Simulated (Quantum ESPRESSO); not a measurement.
## Ti: phonons with PBEsol

The system is Ti.

```
CELL_PARAMETERS angstrom
-1.64100 1.64100 1.64100
1.64100 -1.64100 1.64100
1.64100 1.64100 -1.64100
ATOMIC_POSITIONS crystal
Ti 0.00000 0.00000 0.00000
```

This isn't the form of Ti at room conditions, which is hcp.

```yaml
Program: Quantum ESPRESSO 7.5
Task: phonons
Functional: PBEsol
Potentials_or_basis: PseudoDojo 0.4.1 SR PBEsol standard
Cutoff: 1143 eV
Density_cutoff: 4572 eV
k_mesh: 9 × 9 × 9
Occupations: cold, width 0.2 eV
Spin: no spin polarisation
Target_pressure: 80 GPa
Mixing_beta: 0.5
Most_SCF_iterations: 120
SCF_threshold: 2e-10 Ry
```

```
Relaxed volume                              : 11.09 Å³/atom
Relaxed cell                                : a = 2.433 Å, b = 2.433 Å, c = 2.433 Å, α = 109.47°, β = 109.47°, γ = 109.47°
Space group after relaxing (to 0.05 Å)      : Im-3m (No. 229)
Pressure after relaxing                     : 80.0 GPa
Band gap on the k mesh                      : none (metal or under the smearing width)
Highest phonon frequency at the q point run : 244 cm⁻¹
```

The path:
```
step  energy change (eV)  largest force (eV/Å)  pressure (GPa)  volume (Å³)
   1              0.0000                0.0000           -6.67        17.68
   2              1.1082                0.0000           83.47        10.96
   3              1.0263                0.0000           79.14        11.12
   4              1.0424                0.0000           79.99        11.09
   5              1.0426                0.0000           80.00        11.09
```

Final structure:
```yaml
crystal:
  lattice:
    - [-1.40473, 1.40473, 1.40473]
    - [1.40473, -1.40473, 1.40473]
    - [1.40473, 1.40473, -1.40473]
  atoms:
    - { symbol: Ti, position: [0.00000, 0.00000, 0.00000] }
```

Levels at points of the mesh, in eV from the Fermi level:
```tsv
k point	band 3	band 4	band 5	band 6	band 7	band 8	band 9	band 10
(0.00, 0.00, 0.00)	-30.57	-30.57	-6.10	1.26	1.26	1.26	4.26	4.26
```

Phonon frequencies in cm⁻¹ (negative: imaginary):
```csv
q point,frequencies
"(0.500, -0.500, 0.500)",244 244 244
```

Phonon modes at q = (0.500, -0.500, 0.500) in reciprocal lattice units:
| mode | symmetry | cm⁻¹ |
| --- | --- | --- |
| 1 | T_1u | 244 |
| 2 | T_1u | 244 |
| 3 | T_1u | 244 |

It took 94 s on 1 thread of Intel(R) Xeon(R) Platinum 8259CL CPU @ 2.50GHz (Skylake/Cascade Lake) (shared host), peak memory 0.09 GiB.

Caveat: the mesh is thin for the phonons of a metal; the volume moved by over 15 % at a fixed basis, so the end points are rough; the cell is more than 3 GPa from zero pressure, which shifts response properties; the q point doesn't lie on the k mesh, which can shift a metal's frequencies strongly unless the mesh is converged.
